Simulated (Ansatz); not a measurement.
# Li: the cost of one run

Method: DFT PBE, scalar-relativistic, in Ansatz 0.2.0.

## (1) The structure to begin with

Symmetry: R-3m, No. 166, trigonal system. Conventional cell: a = 3.101 Å, b = 3.101 Å, c = 22.765 Å, α = 90.00°, β = 90.00°, γ = 120.00°. Li (site symmetry -3m) has 12 Li at 3.10 Å as nearest neighbours. Around Li (site symmetry 3m) lie 12 Li at 3.09 to 3.10 Å.

As a file:

```
Li
1.0
     1.55050    0.89518    7.58830
    -1.55050    0.89518    7.58830
     0.00000   -1.79036    7.58830
Li
3
Cartesian
  0.0000 0.0000 0.0000
  0.0000 0.0000 5.0538
  0.0000 0.0000 17.7111
```

Atoms are numbered in the order of the input: Li1, Li2, Li3.

## (2) After the deformation

Space group R-3m before, R-3m after.

## (3) Full-potential LAPW

Contents of input.yaml:

```yaml
crystal:
  lattice:
    - [1.534993976, 0.8862291852, 7.5883]
    - [-1.534993976, 0.8862291852, 7.5883]
    - [0.0, -1.7724583706, 7.5883]
  atoms:
    - { symbol: Li, position: [0.0, 0.0, 0.0] }
    - { symbol: Li, position: [0.222, 0.222, 0.222] }
    - { symbol: Li, position: [0.778, 0.778, 0.778] }
kpoints:
  mp_grid: { grid: [12, 12, 12] }
  band_path:
    path:
      - [0.0, 0.0, 0.0]
      - [0.5, 0.5, 0.5]
      - [0.8242402357, 0.1757597643, 0.5]
      - [0.5, -0.1757597643, 0.1757597643]
      - [0.5, 0.0, 0.0]
      - [0.0, 0.0, 0.0]
      - [0.3378798821, -0.3378798821, 0.0]
      - [0.6621201179, 0.0, 0.3378798821]
      - [0.5, 0.0, 0.5]
    npoints: 5
scf:
  occupations: { method: fermi_dirac, width: 0.05 }
hamiltonian:
  xc: pbe
  pseudopotentials: { kind: all_electron, lapw: { basis_error: 0.001 } }
output:
  forces: true
  stress: true
  eigenvalues: true
```

Launch:

```sh
ansatz run input.yaml --threads 1 --pin off --max-ram 6144MiB --backend cpu --events-out ev --progress --plain --runs-dir out
```

What time and memory should one allow on 1 thread of Intel Xeon Platinum 8375C at 2.90GHz (Ice Lake), shared host?

About 6.3 s, with a peak of 0.29 GiB.
